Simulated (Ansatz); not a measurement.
Runs of Ansatz 0.2.0 on La2O3. It takes space group P-3m1 (No. 164, trigonal). Conventional cell: a = 3.931 Å, b = 3.931 Å, c = 6.112 Å, α = 90.00°, β = 90.00°, γ = 120.00°. La (site symmetry 3m) is surrounded by 4 O at 2.36 to 2.44 Å. O (site symmetry -3m) has 6 La at 2.72 Å as nearest neighbours. Around O (site symmetry 3m) lie 4 La at 2.36 to 2.44 Å. The cell is a database's computed one.

```csv
task,level,cell,k mesh,cutoff (eV),smearing,points for each segment of the path,gap on the mesh (eV),pressure (GPa),relaxed volume (Å³/atom),largest force (eV/Å)
band structure,r2SCAN,as given,8 × 8 × 5,500,fermi-dirac 0.05 eV,14,4.30,0.6,-,(b)
relaxation of cell and atoms,PBEsol,relaxed,8 × 8 × 5,420,fermi-dirac 0.05 eV,-,3.82,0.0,(a),-
phonons,PBE,as given,8 × 8 × 4,420,fixed,-,3.84,-,-,-
relaxation of cell and atoms,r2SCAN,relaxed,8 × 8 × 5,500,fermi-dirac 0.05 eV,-,4.30,0.0,16.43,0.01
Born charges and dielectric tensor,PBE,as given,8 × 8 × 4,420,fixed,-,3.84,-,-,-
```

Alike in all rows: potentials or basis Ansatz PAW; no spin polarisation.

Estimate the missing entries.

(a) 15.96; (b) 0.05.

Caveats: spin-orbit coupling is left out, which moves the levels of the heavy elements; the PAW data sets come from PBE, with cores solved anew for the run's functional, which leaves a small shift of forces and pressure (some runs); the magnetic or orbital state may not be the lowest (some runs); odd divisions of the mesh miss points on the zone boundary, where band edges often lie, so the gap on the mesh can be too wide (some runs); the plane-wave basis is chosen anew once the cell has moved, so the energies of steps on either side of that aren't comparable (some runs); the k mesh misses the band edges, so the gap on the mesh is wider than the one along the path (some runs).

A k mesh can miss the band edges, and the runs leave out spin-orbit coupling on La.
